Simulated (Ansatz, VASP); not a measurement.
# Sn3Se in VASP and in Ansatz

Contents of INCAR:

```
SYSTEM = Sn3Se
  PREC = Accurate
  ENCUT = 520
  EDIFF = 1E-6
  ISMEAR = 0
  SIGMA = 0.1
  LREAL = .FALSE.
  LASPH = .TRUE.
  NELM = 100
  ALGO = Fast
  ISIF = 2
  LWAVE = .FALSE.
  LCHARG = .TRUE.
  GGA = PE
  LELF = .TRUE.
  LVHAR = .TRUE.
  NBANDS = 32
```

Contents of KPOINTS:

```
Automatic mesh
0
G
  10 10 10
  0 0 0
```

POSCAR

```
Sn3Se
1.0
    0.0000000000      3.6829272939      3.6829272939
    3.6829272939      0.0000000000      3.6829272939
    3.6829272939      3.6829272939      0.0000000000
Sn Se
3 1
Direct
    0.2500000000      0.2500000000      0.2500000000
    0.7500000000      0.7500000000      0.7500000000
    0.5000000000      0.5000000000      0.5000000000
    0.0000000000      0.0000000000      0.0000000000
```

Input for Ansatz:

```yaml
crystal:
  lattice:
    - [0.0, 3.6829272939, 3.6829272939]
    - [3.6829272939, 0.0, 3.6829272939]
    - [3.6829272939, 3.6829272939, 0.0]
  atoms:
    - { symbol: Sn, position: [0.25, 0.25, 0.25] }
    - { symbol: Sn, position: [0.75, 0.75, 0.75] }
    - { symbol: Sn, position: [0.5, 0.5, 0.5] }
    - { symbol: Se, position: [0.0, 0.0, 0.0] }
basis:
  ecutwfc: 420
kpoints:
  mp_grid: { grid: [10, 10, 10] }
hamiltonian:
  xc: pbe
scf:
  occupations: { method: gaussian, width: 0.1 }
output:
  forces: true
  stress: true
  eigenvalues: true
```

Alike in both runs: task single point; functional PBE; k mesh 10 × 10 × 10; occupations gaussian, width 0.1 eV; no spin polarisation.

|  | VASP | Ansatz |
| --- | --- | --- |
| version | VASP 6.6.1 | Ansatz 0.2.0 |
| potentials or method | VASP PAW PBE potentials, release 64 (Sn_d, Se) | scalar-relativistic, plane waves, PAW |
| plane-wave cutoff (eV) | 520 | 420 |
| valence electrons in the cell | 48 | 58 |

```csv
,VASP,Ansatz,Ansatz less VASP
gap on the k mesh at the Fermi level (eV),none,none,-
pressure (GPa),2.0,2.1,+0.03
```

A gap of «none» marks a metal or a gap that the smearing closes. The functional is the same, so the differences come from potentials, cutoffs and numerics. The two sets of potentials don't hold the same shells in valence.
